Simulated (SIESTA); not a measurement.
# Ti in SIESTA: convergence with k mesh

Crystal: Ti.

```
CELL_PARAMETERS angstrom
2.95000 0.00000 0.00000
-1.47500 2.55477 0.00000
0.00000 0.00000 4.68000
ATOMIC_POSITIONS crystal
Ti 0.68616 0.32688 0.74849
Ti 0.33797 0.67291 0.24873
```

The cell isn't the ideal one: atoms moved at random, drawn with an rms of 0.05 Å.

| Property | Result |
| --- | --- |
| Program | SIESTA 5.4.2 |
| Task | single point |
| Functional | PBE |
| Potentials or basis | PseudoDojo 0.4 standard (PBE files) |
| Basis | DZP (energy shift 0.003 Ry; two zetas on semicore shells) |
| Grid cutoff | 800 Ry |
| Energy shift | 0.003 Ry |
| k mesh | 2 × 2 × 2 |
| Occupations | fermi-dirac, width 0.05 eV |
| Spin | no spin polarisation |

These are the settings of the first run; the series varies k mesh, with any setting tied to it.

Hardware: 1 thread of Intel(R) Xeon(R) Platinum 8259CL CPU @ 2.50GHz (Skylake/Cascade Lake) (shared host).

| k mesh | energy less the tightest run, at zero smearing (meV/atom) | pressure (GPa) | largest force (eV/Å) | SCF cycles | CPU time (s) | peak memory (GiB) |
| --- | --- | --- | --- | --- | --- | --- |
| 2 × 2 × 2 | -285.06 | -11.28 | 0.297 | 12 | 110 | 0.36 |
| 4 × 4 × 2 | 29.04 | -1.02 | 0.051 | 9 | 100 | 0.36 |
| 6 × 6 × 3 | 14.97 | -0.82 | 0.129 | 10 | 96 | 0.37 |
| 7 × 7 × 4 | -3.06 | -1.30 | 0.075 | 9 | 94 | 0.36 |
| 8 × 8 × 5 | -1.15 | -1.30 | 0.114 | 10 | 110 | 0.36 |
| 10 × 10 × 6 | 1.56 | -1.29 | 0.112 | 10 | 120 | 0.36 |
| 12 × 12 × 8 | 0.00 | -1.33 | 0.105 | 10 | 140 | 0.36 |

Against the tightest run, the pressure stays within 0.1 GPa from 7 × 7 × 4 on. Not settled before the last step: the energy (to 1 meV/atom), the largest force (to 0.005 eV/Å). Meshes of other sizes hit other points, so gaps and Fermi surfaces needn't settle smoothly. The tightest run that finished is the yardstick and may itself not be fully converged.

Caveat, for the tightest run too: the basis of atomic orbitals isn't converged, which shifts pressures, moduli and gaps.
